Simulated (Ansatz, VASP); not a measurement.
**One calculation of Zn, two programs**

Contents of INCAR:

```
SYSTEM = Zn
ALGO = Normal
EDIFF = 1E-7
ENCUT = 520
GGA = CA
ISIF = 2
ISMEAR = -1
LASPH = .TRUE.
LCHARG = .FALSE.
LREAL = .FALSE.
LWAVE = .FALSE.
NBANDS = 12
NELM = 80
PREC = Accurate
SIGMA = 0.05
```

File KPOINTS:

```
k-points
0
G
  12 12 12
  0 0 0
```

Contents of POSCAR:

```
Zn
1.0
    0.0000000000      1.9647760000      1.9647760000
    1.9647760000      0.0000000000      1.9647760000
    1.9647760000      1.9647760000      0.0000000000
Zn
1
Direct
    0.0000000000      0.0000000000      0.0000000000
```

Contents of input.yaml:

```yaml
crystal:
  lattice:
    - [0.0, 1.964776, 1.964776]
    - [1.964776, 0.0, 1.964776]
    - [1.964776, 1.964776, 0.0]
  atoms:
    - { symbol: Zn, position: [0.0, 0.0, 0.0] }
kpoints:
  mp_grid: { grid: [12, 12, 12] }
  band_path:
    path:
      - [0.0, 0.0, 0.0]
      - [0.5, 0.0, 0.5]
      - [0.5, 0.25, 0.75]
      - [0.375, 0.375, 0.75]
      - [0.0, 0.0, 0.0]
      - [0.5, 0.5, 0.5]
      - [0.625, 0.25, 0.625]
      - [0.5, 0.25, 0.75]
    npoints: 10
scf:
  occupations: { method: fermi_dirac, width: 0.05 }
hamiltonian:
  xc: lda
  pseudopotentials: { kind: all_electron, lapw: { basis_error: 0.001 } }
output:
  forces: true
  stress: true
  eigenvalues: true
```

Alike in both runs: functional LDA; k mesh 12 × 12 × 12; occupations fermi-dirac, width 0.05 eV; no spin polarisation.

|  | VASP | Ansatz |
| --- | --- | --- |
| version | VASP 6.6.1 | Ansatz 0.2.0 |
| potentials or method | VASP PAW LDA potentials, release 64 (Zn) | all-electron LAPW, scalar-relativistic |
| plane-wave cutoff (eV) | 520 | see its input |
| task | single point | band structure |

Ansatz gave:

* gap on the k mesh at the Fermi level (eV): none
* pressure (GPa): -8.5

Question: Estimate VASP's values.

Answer: gap on the k mesh at the Fermi level (eV): none; pressure (GPa): -8.1.

A gap of «none» marks a metal or a gap that the smearing closes. Ansatz ran all-electron here, so the differences hold the error of VASP's frozen core and of both bases.
